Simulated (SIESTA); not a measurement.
# Co in SIESTA: the effect of basis

The system is Co.

```
Co
1.0
     2.47200    0.00000    0.00000
    -1.23600    2.14081    0.00000
     0.00000    0.00000    4.02114
Co
2
Direct
  0.66667 0.33333 0.75000
  0.33333 0.66667 0.25000
```

Alike in all runs:

| Property | Result |
| --- | --- |
| Program | SIESTA 5.4.2 |
| Task | band structure |
| Functional | PBEsol |
| Potentials or basis | PseudoDojo 0.4 standard (PBEsol files) |
| Grid cutoff | 800 Ry |
| Energy shift | 0.003 Ry |
| k mesh | 12 × 12 × 7 |
| Occupations | fermi-dirac, width 0.05 eV |
| Spin | collinear spin, ferromagnetic start |
| Starting moments | [2.0, 2.0] μB |

Q: One run gave: pressure -18.4 GPa; moment 3.24 μB. Which basis did it use?
A. DZ
B. TZDP
C. SZ
D. TZP
E. SZP

A: A.

| basis | pressure (GPa) | moment (μB) |
| --- | --- | --- |
| SZ | 19.3 | 2.96 |
| SZP | 2.8 | 3.22 |
| DZ | -18.4 | 3.24 |
| DZP | -5.2 | 3.19 |
| TZP | -6.7 | 3.20 |
| TZDP | -6.2 | 3.20 |

Caveats: short orbitals over semicore shells can move pressures by several GPa; the basis of atomic orbitals isn't converged, which shifts pressures, moduli and gaps; the basis has no polarisation orbitals (some runs).
